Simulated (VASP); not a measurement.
# Cs in VASP: settings compared

Aim: see how the results for Cs move with the level of theory and the settings. Levels: PBEsol, PBE+D4. Tasks: relaxation of the atoms.

Everything below comes from runs of VASP 6.6.1. Logs are shortened: lines on timing, memory, paths and dates and some standing lists are left out, and cuts for length are marked.

## Step 1: The cell of the first run

The cell holds a slab with vacuum, 3 atoms: a = 5.584 Å, b = 5.584 Å, c = 24.118 Å, α = 90.00°, β = 90.00°, γ = 120.00°.

The slab is cut from a database's or a generator's crystal, which needn't be the stable form of the element.

## Step 2: Relaxation of the atoms, PBEsol (the (1 1 1) slab of Cs, cut from the database cell, not relaxed)

File INCAR:

```
SYSTEM = Cs
  PREC = Accurate
  ENCUT = 520
  EDIFF = 1E-7
  ISMEAR = 0
  SIGMA = 0.05
  LREAL = .FALSE.
  LASPH = .TRUE.
  NELM = 80
  ALGO = Normal
  ISIF = 2
  LWAVE = .FALSE.
  LCHARG = .FALSE.
  LDIPOL = .TRUE.
  IDIPOL = 3
  DIPOL = 0.5 0.5 0.500
  GGA = PS
  IBRION = 2
  NSW = 60
  EDIFFG = -0.01
```

File KPOINTS:

```
Automatic mesh
0
G
  6 6 1
  0 0 0
```

File POSCAR:

```
Cs
1.0
    5.5837899523      0.0000000000      0.0000000000
   -2.7918949762      4.8357039481      0.0000000000
    0.0000000000      0.0000000000     24.1182908094
Cs
3
Selective dynamics
Direct
    0.6666666667      0.3333333333      0.3109673094  F F F
    0.3333333333      0.6666666667      0.5000000000  T T T
    0.0000000000      0.0000000000      0.6890326906  T T T
```

Potentials or basis: VASP PAW PBE potentials, release 64 (Cs_sv).

Run with:

```sh
cat potpaw_PBE.64/Cs_sv/POTCAR > POTCAR
mpirun -np 1 vasp_std > vasp.out
```

OUTCAR:

```text
SYSTEM = Cs
   PREC = Accurate
   ENCUT = 520
   EDIFF = 1E-7
   ISMEAR = 0
   LREAL = .FALSE.
   LASPH = .TRUE.
   NELM = 80
   ISIF = 2
   GGA = PS
   IBRION = 2
   NSW = 60
   EDIFFG = -0.01

 ion  position               nearest neighbor table
   1  0.667  0.333  0.311-
   2  0.333  0.667  0.500-
   3  0.000  0.000  0.689-

  LATTYP: Found a hexagonal cell.
 ALAT       =     5.5837899523
 C/A-ratio  =     4.3193406298

  Lattice vectors:

 A1 = (   5.5837899523,   0.0000000000,   0.0000000000)
 A2 = (  -2.7918949762,   4.8357039481,   0.0000000000)
 A3 = (   0.0000000000,   0.0000000000,  24.1182908094)

Analysis of symmetry for initial positions (statically):
=====================================================================
 Subroutine PRICEL returns:
 Original cell was already a primitive cell.

 Routine SETGRP: Setting up the symmetry group for a
 hexagonal supercell.

 Subroutine GETGRP returns: Found 12 space group operations
 (whereof  6 operations were pure point group operations)
 out of a pool of 24 trial point group operations.

The static configuration has the point symmetry C_3v.
 The point group associated with its full space group is D_3d.

Analysis of symmetry for dynamics (positions and initial velocities):
=====================================================================
 Subroutine PRICEL returns:
 Original cell was already a primitive cell.

 Routine SETGRP: Setting up the symmetry group for a
 hexagonal supercell.

 Subroutine GETGRP returns: Found 12 space group operations
 (whereof  6 operations were pure point group operations)
 out of a pool of 24 trial point group operations.

The dynamic configuration has the point symmetry C_3v.
 The point group associated with its full space group is D_3d.

Analysis of constrained symmetry for selective dynamics:
=====================================================================
 Subroutine PRICEL returns:
 Original cell was already a primitive cell.

 Routine SETGRP: Setting up the symmetry group for a
 hexagonal supercell.

 Subroutine GETGRP returns: Found  6 space group operations
 (whereof  6 operations were pure point group operations)
 out of a pool of 24 trial point group operations.

The constrained configuration has the point symmetry C_3v.

 Subroutine INISYM returns: Found  6 space group operations
 (whereof  6 operations are pure point group operations),
 and found     1 'primitive' translations

----------------------------------------------------------------------------------------

                                     Primitive cell

  volume of cell :     651.2314

  direct lattice vectors                    reciprocal lattice vectors
     5.583789952  0.000000000  0.000000000     0.179089831  0.103397562  0.000000000
    -2.791894976  4.835703948  0.000000000     0.000000000  0.206795125  0.000000000
     0.000000000  0.000000000 24.118290809     0.000000000  0.000000000  0.041462308

  length of vectors
     5.583789952  5.583789952 24.118290809     0.206795125  0.206795125  0.041462308

  position of ions in fractional coordinates (direct lattice)
     0.666666667  0.333333333  0.310967309
     0.333333333  0.666666667  0.500000000
     0.000000000  0.000000000  0.689032691

  ion indices of the primitive-cell ions
   primitive index   ion index
                 1           1
                 2           2
[... 47 lines left out ...]
   ISTART =      0    job   : 0-new  1-cont  2-samecut
   ICHARG =      2    charge: 1-file 2-atom 10-const
   ISPIN  =      1    spin polarized calculation?
   LNONCOLLINEAR =      F non collinear calculations
   LSORBIT =      F    spin-orbit coupling
   LASPH  =      T    aspherical Exc in radial PAW
   ENCUT  =  520.0 eV  38.22 Ry    6.18 a.u.  10.38 10.38 44.84*2*pi/ulx,y,z
   NELM   =     80;   NELMIN=  2; NELMDL= -5     # of ELM steps
   EDIFF  = 0.1E-06   stopping-criterion for ELM
   LREAL  =      F    real-space projection
   EDIFFG = -.1E-01   stopping-criterion for IOM
   NSW    =     60    number of steps for IOM
   IBRION =      2    ionic relax: 0-MD 1-quasi-New 2-CG
   NFREE  =      1    steps in history (QN), initial steepest desc. (CG)
   ISIF   =      2    stress and relaxation
   ISYM   =      2    0-nonsym 1-usesym 2-fastsym
   POTIM  = 0.5000    time-step for ionic-motion
   TEBEG  =    0.0;   TEEND  =   0.0 temperature during run
   PSTRESS=    0.0 pullay stress
   NELECT =      27.0000    total number of electrons
   NUPDOWN=      -1.0000    fix difference up-down
   EMIN   =  10.00;   EMAX   =-10.00  energy-range for DOS
   EFERMI =   0.00;   METHOD = LEGACY
   ISMEAR =     0;   SIGMA  =   0.05  broadening in eV -4-tet -1-fermi 0-gaus
   EFERMI_NEDOS =   21; number of points for ismear=-14 and -15
   IALGO  =     38    algorithm
   IMIX   =      4    mixing-type and parameters
     AMIX     =   0.40;   BMIX     =  1.00
     AMIX_MAG =   1.60;   BMIX_MAG =  1.00
  volume/ion in A,a.u.               =     217.08      1464.91
  Fermi-wavevector in a.u.,A,eV,Ry     =   0.566610  1.070738  4.368110  0.321047
  Thomas-Fermi vector in A             =   1.605078
   LORBIT       =      0    0 simple, 1 ext, 2 COOP (PROOUT), +10 PAW based schemes
   GGA     = PS    functional components
   LHFCALC =     F    Hartree Fock is set to
   AEXX    =    0.0000 exact exchange contribution
   IVDW    =     0    specifies the selected vdW correction
   LEPSILON=     F    determine dielectric tensor
   LRPA    =     F    only Hartree local field effects (RPA)
 conjugate gradient relaxation of ions
 non-spin polarized calculation
 Gauss-broadening in eV      SIGMA  =   0.05
  energy-cutoff  :      520.00
  volume of cell :      651.23
 maximum number of plane-waves:     17615
 NGX is ok and might be reduce to    42
   NGX = 21   NGY = 21   NGZ = 89

--------------------------------------- Ionic step        1  -------------------------------------------

 number of electron      27.0000008 magnetization

 Free energy of the ion-electron system (eV)
  ---------------------------------------------------
  ext. energy  EPLUGINS =         0.00000000
  ---------------------------------------------------
  free energy    TOTEN  =        -2.57159133 eV

  energy without entropy =       -2.56408784  energy(sigma->0) =       -2.56783958

------------------------ aborting loop because EDIFF is reached ----------------------------------------

  FORCE on cell =-STRESS in cart. coord.  units (eV):
  Direction    XX          YY          ZZ          XY          YZ          ZX
  --------------------------------------------------------------------------------------
  -------------------------------------------------------------------------------------
  Total       -0.5534671     -0.5534671     -0.3913801      0.0000000     -0.0000000     -0.0000000
  in kB       -1.3616551     -1.3616551     -0.9628840      0.0000000     -0.0000000     -0.0000000
  external PRESSURE =      -1.2287314 kB  Pullay stress =       0.0000000 kB
[... 92 lines left out ...]
  FREE ENERGIE OF THE ION-ELECTRON SYSTEM (eV)
  ---------------------------------------------------
  free  energy   TOTEN  =        -2.5719132972 eV

  energy  without entropy=       -2.5644097167  energy(sigma->0) =       -2.56816151

[... ionic steps 4 to 10 ...]

--------------------------------------- Ionic step       11  -------------------------------------------

 number of electron      27.0000005 magnetization

------------------------ aborting loop because EDIFF is reached ----------------------------------------

 vacuum level on the upper side and lower side of the slab       (xc-potential included)         0.030        -0.408

  FORCE on cell =-STRESS in cart. coord.  units (eV):
  Direction    XX          YY          ZZ          XY          YZ          ZX
  --------------------------------------------------------------------------------------
  -------------------------------------------------------------------------------------
  Total       -0.5276575     -0.5276575     -0.1009253      0.0000000      0.0000000     -0.0000000
  in kB       -1.2981575     -1.2981575     -0.2482991      0.0000000      0.0000000     -0.0000000
  external PRESSURE =      -0.9482047 kB  Pullay stress =       0.0000000 kB
[... 18 lines left out ...]
  FREE ENERGIE OF THE ION-ELECTRON SYSTEM (eV)
  ---------------------------------------------------
  free  energy   TOTEN  =        -2.5811671863 eV

  energy  without entropy=       -2.5736033774  energy(sigma->0) =       -2.57738528

 dipolmoment           0.000000      0.000000     -0.000761 electrons x Angstroem

--------------------------------------- Ionic step       12  -------------------------------------------

 number of electron      27.0000003 magnetization

------------------------ aborting loop because EDIFF is reached ----------------------------------------
[... 32 lines left out ...]
--------------------------------------- Ionic step       13  -------------------------------------------

 number of electron      27.0000005 magnetization

 dipolmoment           0.000000      0.000000      0.000208 electrons x Angstroem

 Free energy of the ion-electron system (eV)
  ---------------------------------------------------
  ext. energy  EPLUGINS =         0.00000000
  ---------------------------------------------------
  free energy    TOTEN  =        -2.58203615 eV

  energy without entropy =       -2.57434721  energy(sigma->0) =       -2.57819168

 E-fermi :  -0.7957     XC(G=0):  -3.4159

 val. band max:       -0.8199568132   @ k =   0.3333   0.1667   0.0000
 cond. band min:      -0.6853019649   @ k =   0.5000  -0.0000   0.0000
 fundamental gap:      0.1346548483
 Fermi energy:        -0.7957340099

 k-point     1 :       0.0000    0.0000    0.0000
  band No.  band energies     occupation
      1     -24.7680      2.00000
      2     -24.7670      2.00000
      3     -24.5470      2.00000
      4     -11.5857      2.00000
      5     -11.5759      2.00000
      6     -11.4941      2.00000
[... 119 lines left out ...]
      6     -11.5547      2.00000
[... 9 lines left out ...]
     16       0.1973      0.00000
     17       0.1982      0.00000

------------------------ aborting loop because EDIFF is reached ----------------------------------------

 vacuum level on the upper side and lower side of the slab       (xc-potential included)        -0.299        -0.416

  FORCE on cell =-STRESS in cart. coord.  units (eV):
  Direction    XX          YY          ZZ          XY          YZ          ZX
  --------------------------------------------------------------------------------------
  -------------------------------------------------------------------------------------
  Total       -0.5187941     -0.5187941     -0.0383240      0.0000000      0.0000000     -0.0000000
  in kB       -1.2763515     -1.2763515     -0.0942857      0.0000000      0.0000000     -0.0000000
  external PRESSURE =      -0.8823296 kB  Pullay stress =       0.0000000 kB
[... 18 lines left out ...]
  FREE ENERGIE OF THE ION-ELECTRON SYSTEM (eV)
  ---------------------------------------------------
  free  energy   TOTEN  =        -2.5820361546 eV

  energy  without entropy=       -2.5743472129  energy(sigma->0) =       -2.57819168

 reached required accuracy - stopping structural energy minimisation

 vacuum level on the upper side and lower side of the slab         0.957         0.990
```

It took 13 min on 1 thread of Intel Xeon 6975P-C (Granite Rapids), shared host; peak memory 0.71 GiB.

What came out:

- Free energy: -2.5820 eV
- Energy gained by relaxing: 3.5 meV/atom
- Ionic steps: 13
- Band gap on the k mesh: none (metal or under the smearing width)

The path:
```csv
step,energy change (eV),largest force (eV/Å),pressure (GPa)
1,0.0000,0.0411,-0.12
2,-0.0001,0.0412,-0.12
3,-0.0003,0.0408,-0.12
4,-0.0008,0.0404,-0.12
5,-0.0017,0.0401,-0.12
6,-0.0032,0.0392,-0.12
7,-0.0052,0.0376,-0.11
8,-0.0046,0.0563,-0.09
9,-0.0058,0.0364,-0.10
10,-0.0070,0.0317,-0.10
11,-0.0096,0.0168,-0.09
12,-0.0094,0.0247,-0.08
13,-0.0104,0.0033,-0.09
```

Final structure:
```yaml
crystal:
  lattice:
    - [5.58379, 0.00000, 0.00000]
    - [-2.79189, 4.83570, 0.00000]
    - [0.00000, 0.00000, 24.11829]
  atoms:
    - { symbol: Cs, position: [0.66667, 0.33333, 0.31097] }
    - { symbol: Cs, position: [0.33333, 0.66667, 0.49004] }
    - { symbol: Cs, position: [0.00000, 0.00000, 0.66960] }
```

Caveat: the PAW data sets were made with another functional, which shifts forces and pressure a little. Spin-orbit coupling is left out, which matters for the levels of Cs.

## Step 3: Relaxation of the atoms, PBE+D4 (the (1 1 1) slab of Cs, cut from the database cell, not relaxed)

File INCAR:

```
SYSTEM = Cs
PREC = Accurate ; ENCUT = 520
EDIFF = 1E-6 ; ISMEAR = 0
SIGMA = 0.05 ; LREAL = .FALSE.
LASPH = .TRUE. ; NELM = 100
ALGO = Normal ; ISIF = 2
LWAVE = .FALSE. ; LCHARG = .FALSE.
LDIPOL = .TRUE. ; IDIPOL = 3
DIPOL = 0.5 0.5 0.500 ; GGA = PE
IVDW = 13 ; IBRION = 2
NSW = 40 ; EDIFFG = -0.01
```

KPOINTS is that of step 2.

POSCAR is that of step 2.

Potentials or basis: VASP PAW PBE potentials, release 64 (Cs_sv).

Run with:

```sh
cat potpaw_PBE.64/Cs_sv/POTCAR > POTCAR
mpirun -np 1 vasp_std > vasp.out
```

Wall time 9.3 min (1 thread of Intel Xeon 6975P-C (Granite Rapids), shared host); peak memory 0.71 GiB.

It converged, with:

| Item | Value |
| --- | --- |
| Free energy | -2.4970 eV |
| Energy gained by relaxing | 1.9 meV/atom |
| Ionic steps | 12 |
| Band gap on the k mesh | none (metal or under the smearing width) |
| Dispersion energy per atom | -0.048 eV |

Step by step:
| step | energy change (eV) | largest force (eV/Å) | pressure (GPa) |
| --- | --- | --- | --- |
| 1 | 0.0000 | 0.0319 | -0.10 |
| 2 | 0.0000 | 0.0317 | -0.10 |
| 3 | -0.0002 | 0.0312 | -0.10 |
| 4 | -0.0005 | 0.0315 | -0.10 |
| 5 | -0.0010 | 0.0310 | -0.10 |
| 6 | -0.0019 | 0.0303 | -0.09 |
| 7 | -0.0030 | 0.0297 | -0.09 |
| 8 | -0.0023 | 0.0465 | -0.07 |
| 9 | -0.0032 | 0.0286 | -0.08 |
| 10 | -0.0039 | 0.0244 | -0.08 |
| 11 | -0.0052 | 0.0155 | -0.08 |
| 12 | -0.0058 | 0.0082 | -0.07 |

Final structure:
```cif
data_structure
_symmetry_space_group_name_H-M 'P 1'
_symmetry_Int_Tables_number 1
_cell_length_a 5.5838
_cell_length_b 5.5838
_cell_length_c 24.1183
_cell_angle_alpha 90.000
_cell_angle_beta 90.000
_cell_angle_gamma 120.000
_cell_volume 651.23
loop_
_atom_site_label
_atom_site_type_symbol
_atom_site_fract_x
_atom_site_fract_y
_atom_site_fract_z
_atom_site_occupancy
Cs1 Cs 0.66667 0.33333 0.31097 1
Cs2 Cs 0.33333 0.66667 0.49108 1
Cs3 Cs 0.00000 0.00000 0.67308 1
```

Levels at points of the mesh, in eV from the Fermi level:
```tsv
k point	band 12	band 13	band 14	band 15	band 16	band 17
(0.00, 0.00, 0.00)	-10.54	-1.44	-1.00	-0.33	0.80	0.98
(0.50, 0.00, 0.00)	-10.56	0.11	0.31	0.36	0.88	1.07
```

Spin-orbit coupling is left out, which matters for the levels of Cs.
